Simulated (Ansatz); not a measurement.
Geometry optimisation, DFT LDA, scalar-relativistic, plane waves, PAW in Ansatz 0.2.0.

input.yaml

```yaml
crystal:
  lattice:
    - [7.800875, 0.0, 0.0]
    - [3.900438, 6.755756, 0.0]
    - [0.0, 0.0, 16.573215]
  atoms:
    - { symbol: Ca, position: [0.0, 0.0, 0.0603383] }
    - { symbol: F, position: [0.1666667, 0.1666667, 0.1083781] }
    - { symbol: F, position: [0.0, 0.5, 0.2044577] }
    - { symbol: Ca, position: [0.0, 0.5, 0.0603383] }
    - { symbol: F, position: [0.1666667, 0.6666667, 0.1083781] }
    - { symbol: F, position: [1.0, 0.0, 0.2044577] }
    - { symbol: Ca, position: [0.5, 0.0, 0.0603383] }
    - { symbol: F, position: [0.6666667, 0.1666667, 0.1083781] }
    - { symbol: F, position: [0.5, 0.5, 0.2044577] }
    - { symbol: Ca, position: [0.5, 0.5, 0.0603383] }
    - { symbol: F, position: [0.6666667, 0.6666667, 0.1083781] }
    - { symbol: F, position: [0.5, 0.0, 0.2044577] }
    - { symbol: Ca, position: [0.6666667, 0.6666667, 0.2524974] }
    - { symbol: F, position: [0.8333333, 0.8333333, 0.3005372] }
    - { symbol: F, position: [0.6666667, 0.1666667, 0.3966168] }
    - { symbol: Ca, position: [0.6666667, 0.1666667, 0.2524974] }
    - { symbol: F, position: [0.8333333, 0.3333333, 0.3005372] }
    - { symbol: F, position: [0.6666667, 0.6666667, 0.3966168] }
    - { symbol: Ca, position: [0.1666667, 0.6666667, 0.2524974] }
    - { symbol: F, position: [0.3333333, 0.8333333, 0.3005372] }
    - { symbol: F, position: [0.1666667, 0.1666667, 0.3966168] }
    - { symbol: Ca, position: [0.1666667, 0.1666667, 0.2524974] }
    - { symbol: F, position: [0.3333333, 0.3333333, 0.3005372] }
    - { symbol: F, position: [0.1666667, 0.6666667, 0.3966168] }
    - { symbol: F, position: [0.8258101, 0.8428288, 0.3779119], spin: 1.0 }
magnetization:
  spin_polarized: true
basis:
  ecutwfc: 420.0
kpoints:
  mp_grid: { grid: [1, 1, 1] }
hamiltonian:
  xc: lda
  pseudopotentials: { kind: paw, azcp: { folder: soft_1 } }
scf:
  occupations: { method: fermi_dirac, width: 0.02 }
  lower_state_search: "off"
relax:
  f_tol: 0.08
  max_steps: 25
  adjacent_minimum: "off"
  constraints: [{ sites: [0, 1, 3, 4, 6, 7, 9, 10] }]
output:
  write_density: true
  write_potential: true
  elf: true
  volumetric_format: npy
```

Command:

```bash
$ ansatz run input.yaml --threads 2 --pin off --max-ram 5120MiB --backend cpu --events-out ev --progress --plain --runs-dir out
```

Question: Where does it end, and by what steps?

Answer: The run ended unconverged. Limits of this set-up: coarse k mesh, thin slab, slab without dipole correction, PAW files made for another functional. After 24 steps the energy has fallen by 9.814 eV; F18 moved furthest, 2.09 Å. Parted: F14–F25 (1.28 → 2.75 Å). Joined: F18–Ca19 (4.57 → 2.46 Å).

| step | energy less start (eV) | largest force component (eV/Å) | accepted |
| --- | --- | --- | --- |
| 0 | 0.0000 | 6.715 | yes |
| 1 | -4.1004 | 2.600 | yes |
| 2 | -5.8940 | 1.086 | yes |
| 3 | -6.3932 | 0.628 | yes |
| 4 | -6.6339 | 0.615 | yes |
| 5 | -6.8630 | 0.864 | yes |
| 6 | -7.1053 | 1.129 | yes |
| 7 | -7.4156 | 1.119 | yes |
| 8 | -7.7283 | 1.287 | yes |
| 9 | -8.1032 | 1.346 | yes |
| 10 | -8.3280 | 1.554 | yes |
| 11 | -8.5834 | 0.966 | yes |
| 12 | -8.7857 | 0.435 | yes |
| 13 | -8.9547 | 0.452 | yes |
| 14 | -9.1530 | 0.488 | yes |
| 15 | -9.2965 | 0.488 | yes |
| 16 | -9.4128 | 0.309 | yes |
| 17 | -9.5196 | 0.465 | yes |
| 18 | -9.5765 | 0.277 | yes |
| 19 | -9.6107 | 0.149 | yes |
| 20 | -9.6363 | 0.139 | yes |
| 21 | -9.6622 | 0.186 | yes |
| 22 | -9.7059 | 0.201 | yes |
| 23 | -9.7577 | 0.292 | yes |
| 24 | -9.8135 | 0.287 | yes |

```xyz
25
Lattice="7.8009 0.0000 0.0000 3.9004 6.7558 0.0000 0.0000 0.0000 16.5732" Properties=species:S:1:pos:R:3
Ca 0.000 0.000 1.000
F 1.950 1.126 1.796
F 1.963 3.360 3.002
Ca 1.950 3.378 1.000
F 3.900 4.504 1.796
F 7.641 -0.058 3.005
Ca 3.900 0.000 1.000
F 5.851 1.126 1.796
F 5.862 3.373 2.996
Ca 5.851 3.378 1.000
F 7.801 4.504 1.796
F 4.028 0.021 2.997
Ca 7.680 4.444 4.235
F 9.647 5.491 4.529
F 5.940 2.325 6.220
Ca 5.864 1.035 4.265
F 7.805 2.230 4.271
F 5.967 3.999 5.710
Ca 3.992 4.516 4.334
F 5.884 5.756 4.027
F 2.027 1.321 6.317
Ca 1.989 1.206 4.248
F 3.947 2.258 4.360
F 3.965 5.345 6.308
F 9.811 7.450 6.458
```

Run time: 12 min on 2 threads of Arm Neoverse V1 (shared host), peak memory 0.98 GiB.
